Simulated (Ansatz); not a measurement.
CaS in the rocksalt structure, relaxed with r2SCAN: the symmetry is Fm-3m (No. 225, cubic); conventional cell a = 5.696 Å, 23.10 Å³ an atom. Ca is surrounded by 6 S at 2.85 Å; S is surrounded by 6 Ca at 2.85 Å. One-shot G0W0@PBE in Ansatz on a 4×4×4 mesh (contour deformation, no spin-orbit coupling), from a PBE gap of 2.355 eV over the mesh points (the G0W0 gap is indirect on the mesh); the number N of bands summed and the screening cutoff rise together. Spin-unpolarised throughout; all numbers are computed.

```tsv
N	cutoff (eV)	1000/N	G0W0 gap (eV)
83	80	12.048	3.947
181	140	5.525	4.096
```

Task: Lay a straight line in 1000/N through these rows.

Result: The slope is -0.0228 eV per unit of 1000/N and the intercept 4.222 eV.

Task: Predict the gap at N = 327 (210 eV).

Result: 4.222 + (-0.0228) × 3.058 = 4.152 eV; the run gives 4.167 eV, +0.015 eV from the line.

Task: With that run's result added, what limit do the last two rows suggest?

Result: Their slope is (4.167 − 4.096)/(3.058 − 5.525) = -0.0288, which meets 1/N = 0 at 4.26 eV, against 4.222 eV from the first line. The slope steepens, so 1/N isn't yet asymptotic and the true limit probably lies higher still; the k mesh isn't extrapolated.
